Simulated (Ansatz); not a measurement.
A relaxation of cell and atoms of a 2-atom cell of BeSe started from a crystallographic database with the PAW code Ansatz, at the level LDA. It starts from the PBE minimum.

```yaml
crystal:
  lattice:
    - [0.0, 2.5888345876, 2.5888345876]
    - [2.5888345876, 0.0, 2.5888345876]
    - [2.5888345876, 2.5888345876, 0.0]
  atoms:
    - { symbol: Be, position: [0.0, 0.0, 0.0] }
    - { symbol: Se, position: [0.25, 0.25, 0.25] }
kpoints:
  mp_grid: { grid: [8, 8, 8] }
hamiltonian:
  xc: lda
scf:
  occupations: { method: fermi_dirac, width: 0.02 }
relax:
  f_tol: 0.005
  cell: {}
```

Some lines of the output have been replaced by numbered gaps.
```
Pseudopotential: Be, paw, valence charge 2, recommended cutoff 420 eV (normal)
Pseudopotential: Se, paw, valence charge 16, recommended cutoff 420 eV (normal)
Functional definition: SPW92
Crystal: 2 atoms, lattice volume = 34.701 Å³
[1]
Bands: 13, of which v1, the nominal top of the filled ones, is band 9 counted from 1 (8 counted from 0)
Symmetry: 24 space group operations
Space group: F-43m (ITA 216)
[2]
preconditioner: auto → none  [insulator: Δε(μ)=2.541 eV  σ=0.020 eV  ℏωp=17.8 eV]
relax step 1: F+E_penalty+E_count = -5473.10986262 eV  P = -4.230 GPa  Ω = 34.701 Å³
--- Relaxed structure (4 steps of the walk, 4 accepted, 1 SCFs on fresh bases) ---
[3]
```

Problem. Fill in the blanks. They hold the relaxed structure, cutoff and plane waves at Γ, the count of irreducible k points.

Solution.
```
[1]
Basis set: ecut = 420 eV, 645 PW (Γ)
[2]
k-points: 29 of 512 (time reversal used)
[3]
  F+E_penalty+E_count = -5473.13605458 eV
  cell:  # Å, volume = 32.8064 Å³
    - [0.000000, 2.540834, 2.540834]
    - [2.540834, 0.000000, 2.540834]
    - [2.540834, 2.540834, 0.000000]
  atoms:
    - { symbol: Be, position: [0.000000, 0.000000, 0.000000] }
    - { symbol: Se, position: [0.250000, 0.250000, 0.250000] }
```
Only the leading digits can be foreseen; the rest is this run's record.

In 4 steps the volume changed by -5.5 %; between the first SCF and the last, each on a basis chosen for its cell, the energy fell by 13.1 meV an atom. At the end: it is cubic, F-43m (No. 216); conventional cell a = 5.082 Å, 16.40 Å³ an atom. Around Be lie 4 Se at 2.20 Å; around Se lie 4 Be at 2.20 Å.

Command: `ansatz run input.yaml --threads 2 --pin off --max-ram 2211MiB --backend cpu --events-out ev --progress --plain --runs-dir out`. Wall time 3 s on 2 threads of Arm Neoverse V1, with other jobs on the host; peak host memory 0.29 GiB.

Calculated for a static, non-magnetic cell.

Spin-orbit coupling is left out.
